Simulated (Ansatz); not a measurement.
Crystal: MnS.

```
Mn S
1.0
     0.00000    2.60450    2.60450
     2.60450    0.00000    2.60450
     2.60450    2.60450    0.00000
Mn S
1 1
Direct
  0.00000 0.00000 0.00000
  0.50000 0.50000 0.50000
```

```yaml
Program: Ansatz 0.2.0
Task: relaxation of cell and atoms
Functional: LDA
Potentials_or_basis: Ansatz PAW
Cutoff: "420 eV (not typed: the program's choice for these potentials)"
k_mesh: 9 × 9 × 9
Occupations: fermi-dirac, width 0.05 eV
Spin: collinear spin, ferromagnetic start
Starting_moments: "[4.0, 0.0] μB"
Hubbard_terms: Mn d U = 3 eV
```

At the start: volume 17.67 Å³/atom.

**Question.** Where does the relaxation end?

**Answer.** It ends after 5 steps and the volume is 17.03 Å³/atom (-3.6 %); space group Fm-3m (No. 225, to 0.05 Å); moment 4.98 μB per cell.

Step by step:
```tsv
step	energy change (eV)	largest force (eV/Å)	volume (Å³)
1	0.0000	0.0000	35.33
2	-0.0125	0.0000	34.15
3	-0.0126	0.0000	34.06
4	-0.0124	0.0000	34.06
5	-0.0124	0.0000	34.06
```

Final structure:
```
Mn S
1.0
     0.00000    2.57282    2.57282
     2.57282    0.00000    2.57282
     2.57282    2.57282    0.00000
Mn S
1 1
Direct
  0.00000 0.00000 0.00000
  0.50000 0.50000 0.50000
```

Caveat: the magnetic or orbital state may not be the lowest; the plane-wave basis is chosen anew once the cell has moved, so the energies of steps on either side of that aren't comparable; a cell with one magnetic atom can't hold antiferromagnetic order, which such compounds often take; the PAW data sets come from PBE, with cores solved anew for the run's functional, which leaves a small shift of forces and pressure.
